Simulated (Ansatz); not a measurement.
# SrO: a Sr atom hops into a vacancy

Aim: the barrier for Sr12 to jump 3.62 Å into the empty Sr site beside it, in a 2×2×2 supercell of SrO with one Sr atom removed. The band relaxes its own ends first.

Method: DFT PBE, plane waves, PAW, scalar-relativistic, no spin polarisation, in Ansatz 0.2.0.

### Step 1. The starting structure

The cell holds 15 atoms (O8Sr7): a = 7.306 Å, b = 7.306 Å, c = 7.306 Å, α = 60.00°, β = 60.00°, γ = 60.00°.

The empty site lies at (5.17, 7.74, 10.32) Å, and Sr12 starts at (5.17, 5.17, 7.77) Å. All atoms were shaken by about 0.02 Å to break the symmetry.

As a file:

```xyz
15
Lattice="0.0000 5.1663 5.1663 5.1663 0.0000 5.1663 5.1663 5.1663 0.0000" Properties=species:S:1:pos:R:3 pbc="T T T"
Sr    2.5858    2.6032    2.5741
O     0.0115    0.0040   -0.0307
Sr    5.1615    5.1956    2.5782
O     2.5863    2.6174   -0.0019
O     2.5609    0.0128    2.5755
Sr    7.7184    5.1378    5.1623
O     5.1804    2.6009    2.5610
Sr    2.5606    5.1512    5.1475
O     0.0157    2.5892    2.5461
Sr    5.1761    7.7334    5.1634
O     2.6075    5.1569    2.5654
Sr    5.1665    5.1657    7.7661
O     2.5733    2.5780    5.1892
Sr    7.7406    7.7611    7.7561
O     5.2281    5.1675    5.1819
```

### Step 2. The band

crystal.atoms is the first end and neb.final_atoms the second, which differs in Sr12 alone.

input.yaml reads:

```yaml
crystal:
  lattice:
    - [0.0, 5.166296, 5.166296]
    - [5.166296, 0.0, 5.166296]
    - [5.166296, 5.166296, 0.0]
  atoms:
    - { symbol: Sr, position: [0.25080231, 0.24743776, 0.25308093] }
    - { symbol: O, position: [-0.00369689, -0.00224163, 0.00446207] }
    - { symbol: Sr, position: [0.25281716, 0.24622462, 0.75285521] }
    - { symbol: O, position: [0.00282017, -0.00319545, 0.5038096] }
    - { symbol: O, position: [0.00265479, 0.49586063, -0.00017373] }
    - { symbol: Sr, position: [0.24986003, 0.74936652, 0.74461856] }
    - { symbol: O, position: [-0.00178877, 0.49750599, 0.5052264] }
    - { symbol: Sr, position: [0.74890036, 0.24746661, 0.24816859] }
    - { symbol: O, position: [0.49547361, -0.00265169, 0.00569176] }
    - { symbol: Sr, position: [0.74722065, 0.25221862, 0.74967493] }
    - { symbol: O, position: [0.49501988, 0.00153773, 0.50316961] }
    - { symbol: Sr, position: [0.75154216, 0.75168681, 0.24834354] }
    - { symbol: O, position: [0.50267656, 0.50175831, -0.00367111] }
    - { symbol: Sr, position: [0.75263589, 0.7486592, 0.74962683] }
    - { symbol: O, position: [0.4956481, 0.50737234, 0.50458259] }
kpoints:
  mp_grid: { grid: [3, 3, 3] }
magnetization:
  spin_polarized: false
scf:
  occupations: { method: fermi_dirac, width: 0.05 }
hamiltonian:
  pseudopotentials: { kind: paw }
  xc: pbe
basis:
  ecutwfc: 420
neb:
  images: 3
  relax_end_points: true
  climbing: true
  f_tol: 0.05
  max_iterations: 40
  order_check: false
  final_atoms:
    - { symbol: Sr, position: [0.25080231, 0.24743776, 0.25308093] }
    - { symbol: O, position: [-0.00369689, -0.00224163, 0.00446207] }
    - { symbol: Sr, position: [0.25281716, 0.24622462, 0.75285521] }
    - { symbol: O, position: [0.00282017, -0.00319545, 0.5038096] }
    - { symbol: O, position: [0.00265479, 0.49586063, -0.00017373] }
    - { symbol: Sr, position: [0.24986003, 0.74936652, 0.74461856] }
    - { symbol: O, position: [-0.00178877, 0.49750599, 0.5052264] }
    - { symbol: Sr, position: [0.74890036, 0.24746661, 0.24816859] }
    - { symbol: O, position: [0.49547361, -0.00265169, 0.00569176] }
    - { symbol: Sr, position: [0.74722065, 0.25221862, 0.74967493] }
    - { symbol: O, position: [0.49501988, 0.00153773, 0.50316961] }
    - { symbol: Sr, position: [1.24722873, 0.74956875, 0.25112647] }
    - { symbol: O, position: [0.50267656, 0.50175831, -0.00367111] }
    - { symbol: Sr, position: [0.75263589, 0.7486592, 0.74962683] }
    - { symbol: O, position: [0.4956481, 0.50737234, 0.50458259] }
```

Started as:

```
> ansatz run input.yaml --threads 4 --pin off --max-ram 8192MiB --backend cpu --events-out ev --progress --plain --runs-dir out
```

The log of the run, cut to the lines that bear on the results:

```text
Warning: neb: disabling space-group detection — the band's intermediate images generally break the endpoint symmetry, so no spatial operation reduces the k-mesh or symmetrises the density, except that a semilocal band can use its path's symmetry ahead of convergence; time reversal is [...]
Warning: RAYON_NUM_THREADS=4 ignored (pool sized by the plan → 4); use --threads N
[...]
Pseudopotentials: kind: paw
Pseudopotential: Sr, paw, valence charge 10, recommended cutoff 420 eV (normal), Sr.paw.azcp
Pseudopotential: O, paw, valence charge 6, recommended cutoff 420 eV (normal), O.paw.azcp
Functional definition: PBE
[...]
parallel-image band execution: 3 concurrent image workers
NEB image 0
Crystal: 15 atoms, lattice volume = 275.783 Å³
Basis set: ecut = 420 eV, 5329 PW (Γ), exchange–correlation on 100×100×100 points (8 copies of the dense FFT grid, shifted against one another)
Bands: 74, of which v1, the nominal top of the filled ones, is band 59 counted from 1 (58 counted from 0)
Symmetry: 1 space group operations
k-points: 14 of 27 (time reversal used)
[...]
SCF iter   1: F=—  HF=-29364.542390 eV  |F-HF|=—  |Δ(HF+E_count)|=         —  Δρ=7.36e-3  dr2=1.72e-1  ethr=1.77e-3  ⟨swp⟩=10.9  Hψ=6092  notcnv=0  defer=47
[...]
NSCF: frozen V_eff on 14 k-points
NEB image 4
[...]
NSCF: frozen V_eff on 14 k-points
NEB end point (image 0): max|allowed force component| = 1.327e0 eV/Å (the criterion of neb.relax_end_points is 1.000e-2)
NEB end point (image 4): max|allowed force component| = 1.294e0 eV/Å (the criterion of neb.relax_end_points is 1.000e-2)
NEB image 0, for its relaxation
[...]
NEB image 0, for its relaxation
[...]
NEB image 0, for its relaxation
[...]
NEB image 0
[...]
NSCF: frozen V_eff on 14 k-points
NEB end point (image 0): relaxed in 22 SCF iterations, 0.684153 eV lower, largest move of an atom 0.195 Å; not tested for a saddle point
NEB image 4, for its relaxation
[...]
SCF iter   1: F=—  HF=-29364.534719 eV  |F-HF|=—  |Δ(HF+E_count)|=         —  Δρ=3.92e-6  dr2=6.48e-8  ethr=5.48e-11  ⟨swp⟩=1.0  Hψ=2926  notcnv=0
[...]
```

### Step 3. The output, continued

The log, continued, cut to the lines that bear on the results:

```text
SCF iter   2: F=-29364.534751 eV  HF=-29364.534751 eV  |F-HF|=3.59e-9  |Δ(HF+E_count)|=   3.22e-5  Δρ=2.18e-6  dr2=8.17e-9  ethr=5.48e-11  ⟨swp⟩=4.0  Hψ=3398  notcnv=0
[...]
NEB image 4, for its relaxation
[...]
NEB image 4, for its relaxation
[...]
NEB image 4
[...]
NSCF: frozen V_eff on 14 k-points
NEB end point (image 4): relaxed in 22 SCF iterations, 0.662212 eV lower, largest move of an atom 0.198 Å; not tested for a saddle point
NEB image 1
[...]
NEB image 2
[...]
NEB image 3
[...]
SCF iter  11: F=-29363.584729 eV  HF=-29363.584729 eV  |F-HF|=1.10e-8  |Δ(HF+E_count)|=   3.26e-9  Δρ=2.13e-6  dr2=1.62e-8  ethr=8.47e-11  ⟨swp⟩=4.0  Hψ=3264  notcnv=0
[...]
NEB iter   1: max|band force component| = 3.468e0 eV/Å  barrier→ = 3.8230 eV  barrier← = 3.8230 eV  Δτ_max = 0.1944 Å  (59 SCF iters)
[...]
    - { symbol: O, position: [0.01879848087986835, 0.5047980698843952, 0.006978333354384025] }
    - { symbol: Sr, position: [0.27120903754639836, 0.7488585769163895, 0.7080452609887062] }
    - { symbol: O, position: [-0.0006625135222402267, 0.44559606569164456, 0.5550145405480871] }
    - { symbol: Sr, position: [0.7275428803493633, 0.292483230093127, 0.2517343706070767] }
    - { symbol: O, position: [0.49937365628576114, 0.02208225651348597, -0.021498189689212105] }
    - { symbol: Sr, position: [0.7402225403942095, 0.24917829254089158, 0.7514165383275084] }
    - { symbol: O, position: [0.529934937289108, -0.00636784912778704, 0.4958194576648614] }
    - { symbol: Sr, position: [0.9994054610249976, 0.7491499207814825, 0.25133140225768413] }
    - { symbol: O, position: [0.4687526189386385, 0.504791005576389, 0.006969607503864328] }
    - { symbol: Sr, position: [0.7275624583996431, 0.7495405641834377, 0.7946527696584789] }
    - { symbol: O, position: [0.49936060327974774, 0.47625136395902956, 0.5243211423495677] }
```

Run time: 3.9 min. Hardware: 4 threads of Arm Neoverse V1, shared host; peak memory 1.5 GiB.

### Step 4. Images and barrier

The 3 inner images lie between the fixed ends 0 and 4. Energy is taken from image 0, and the path length is the program's own coordinate along the band.

| image | path (Å) | energy (eV) | Sr12 x y z (Å) | band force (eV/Å) |
| --- | --- | --- | --- | --- |
| 0 | 0.000 | 0.0000 | 5.17 5.17 7.74 | - |
| 1 | 1.004 | 0.6493 | 5.17 5.78 8.35 | 0.025 |
| 2* | 2.008 | 1.3570 | 5.17 6.46 9.03 | 0.029 |
| 3 | 3.012 | 0.6498 | 5.17 7.15 9.72 | 0.024 |
| 4 | 4.015 | 0.0000 | 5.17 7.75 10.32 | - |

The star marks the climbing image.

image, energy (eV) and a bar:
```
        0      0.000 
        1      0.649 ##############
        2      1.357 ##############################
        3      0.650 ##############
        4      0.000
```

How the highest energy settled:

| iteration | highest image above image 0 (eV) | largest band force (eV/Å) |
| --- | --- | --- |
| 1 | 3.8230 | 3.468 |
| 2 | 1.8378 | 1.303 |
| 3 | 1.4569 | 0.534 |
| 4 | 1.3722 | 0.145 |
| 5 | 1.3570 | 0.029 |

The band as a trajectory file:

```xyz
15
Lattice="0.000 5.166 5.166 5.166 0.000 5.166 5.166 5.166 0.000" Properties=species:S:1:pos:R:3 pbc="T T T" image=0 dE=0.0000
Sr    2.587    2.587    2.578
O     0.003   -0.160   -0.007
Sr    5.169    5.172    2.575
O     2.750    2.587   -0.006
O     2.586    0.004    2.577
Sr    7.750    5.169    5.160
O     5.169    2.588    2.413
Sr    2.587    5.170    5.160
O     0.003    2.588    2.741
Sr    5.169    7.753    5.160
O     2.587    5.170    2.577
Sr    5.169    5.171    7.744
O     2.422    2.587    5.161
Sr    7.751    7.754    7.743
O     5.170    5.334    5.160
15
Lattice="0.000 5.166 5.166 5.166 0.000 5.166 5.166 5.166 0.000" Properties=species:S:1:pos:R:3 pbc="T T T" image=1 dE=0.6493
Sr    2.416    2.662    2.491
O     0.003   -0.197    0.189
Sr    5.169    5.186    2.592
O     2.673    2.498   -0.096
O     2.668    0.078    2.650
Sr    7.582    5.084    5.234
O     5.169    2.783    2.375
Sr    2.756    5.084    5.234
O     0.003    2.530    2.730
Sr    5.169    7.741    5.147
O     2.504    5.244    2.650
Sr    5.169    5.775    8.348
O     2.499    2.498    5.070
Sr    7.922    7.828    7.657
O     5.169    5.324    5.101
15
Lattice="0.000 5.166 5.166 5.166 0.000 5.166 5.166 5.166 0.000" Properties=species:S:1:pos:R:3 pbc="T T T" image=2 dE=1.3570
Sr    2.361    2.698    2.465
O     0.003   -0.273    0.270
Sr    5.169    5.217    2.623
O     2.529    2.458   -0.137
O     2.644    0.133    2.705
Sr    7.527    5.059    5.270
O     5.169    2.864    2.299
Sr    2.812    5.059    5.270
O     0.003    2.469    2.694
Sr    5.169    7.706    5.112
O     2.529    5.299    2.705
Sr    5.169    6.462    9.034
O     2.644    2.458    5.030
Sr    7.978    7.864    7.631
O     5.169    5.289    5.040
15
Lattice="0.000 5.166 5.166 5.166 0.000 5.166 5.166 5.166 0.000" Properties=species:S:1:pos:R:3 pbc="T T T" image=3 dE=0.6498
Sr    2.416    2.673    2.501
O     0.003   -0.192    0.193
Sr    5.169    5.182    2.587
O     2.504    2.513   -0.082
O     2.499    0.093    2.664
Sr    7.582    5.095    5.244
O     5.170    2.788    2.379
Sr    2.756    5.096    5.244
O     0.003    2.433    2.633
Sr    5.169    7.737    5.142
O     2.673    5.259    2.664
Sr    5.169    7.148    9.719
O     2.668    2.513    5.085
Sr    7.923    7.839    7.667
O     5.169    5.228    5.005
15
Lattice="0.000 5.166 5.166 5.166 0.000 5.166 5.166 5.166 0.000" Properties=species:S:1:pos:R:3 pbc="T T T" image=4 dE=0.0000
Sr    2.586    2.586    2.575
O     0.003    0.003    0.156
Sr    5.169    5.170    2.574
O     2.586    2.587   -0.009
O     2.422    0.004    2.575
Sr    7.752    5.170    5.159
O     5.170    2.752    2.574
Sr    2.586    5.170    5.157
O     0.003    2.422    2.574
Sr    5.169    7.752    5.159
O     2.751    5.170    2.575
Sr    5.169    7.752   10.323
O     2.586    2.587    5.158
Sr    7.753    7.754    7.741
O     5.170    5.170    4.993
```

### Step 5. Results

```
                    quantity                                                                   value
      relaxation of the ends  0.684 eV lower, moves up to 0.20 Å; 0.662 eV lower, moves up to 0.20 Å
            barrier forwards                                                                 1.36 eV
           barrier backwards                                                                 1.36 eV
second end relative to first                                                                0.000 eV
               highest image                                                   2 of 0 to 4, climbing
             band iterations                                                                       5
```

In words: The top lies 1.36 eV above the first end, or 52 kT at room temperature; with a typical attempt rate of 10^13 per second that is roughly 10^-10 events a second. The ends differ by 1 meV at most, as they were set up to be equivalent. The input switches the test of curvatures off, so the top was not shown to be a first-order saddle. The top still moved by 15 meV in the last iteration, which bounds the digits to trust. The cell of 15 atoms is small, so the barrier is not converged with size. The vacancy is neutral; in an ionic crystal a charged one is often the stable form, and its barrier can differ.
